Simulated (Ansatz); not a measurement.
**TiAl: do energies and stresses tell the same story?**

Computed with Ansatz 0.2.0, DFT r2SCAN, scalar-relativistic, plane waves, PAW.

Cutoff 500 eV; k points 14×14×10 on the computed 2-atom cell (Γ-centred); Gaussian smearing, width 0.10 eV; no spin polarisation.

Relaxed cell: P4/mmm, a = 2.811 Å, b = 2.811 Å, c = 4.065 Å, α = 90.00°, β = 90.00°, γ = 90.00°, 2 atoms in the primitive cell. Whether it is the stable form of this composition wasn't checked.

Energies at zero smearing and pressures from the stress tensor, at volumes with shape and atoms relaxed:
```
V (Å³/atom) E − E(first) (meV/atom) P (GPa)
     14.129                     0.00    19.75
     14.610                   -49.95    13.68
     15.092                   -82.90     8.44
     15.574                  -101.18     3.91
     16.055                  -106.80     0.00
     16.537                  -101.49    -3.38
     17.019                   -86.74    -6.29
     17.661                   -54.62    -9.57
```

Task: Check P = −dE/dV between neighbouring volumes, and get the bulk modulus from the pressures alone.

Result: With 1 eV/Å³ = 160.2 GPa:
```csv
middle V (Å³/atom),−ΔE/ΔV (GPa),mean P (GPa)
14.369,16.615,16.715
14.851,10.960,11.057
15.333,6.081,6.172
15.814,1.869,1.954
16.296,-1.767,-1.689
16.778,-4.905,-4.836
17.340,-8.015,-7.931
```

The two differ by 0.10 GPa at most. The mean of two end pressures misses the average over a step by about ΔV² P″/12, up to 0.07 GPa here; with that taken off 0.04 GPa remains. The stress is the derivative of the free energy, not of the energy at zero smearing, and with free energies 0.00 GPa remains. Around V = 16.055 Å³/atom, the two neighbours give B = −V ΔP/ΔV = 16.055 × 7.29 / 0.963 = 121.4 GPa, against B0 = 121.0 GPa from the Birch–Murnaghan fit of the energies.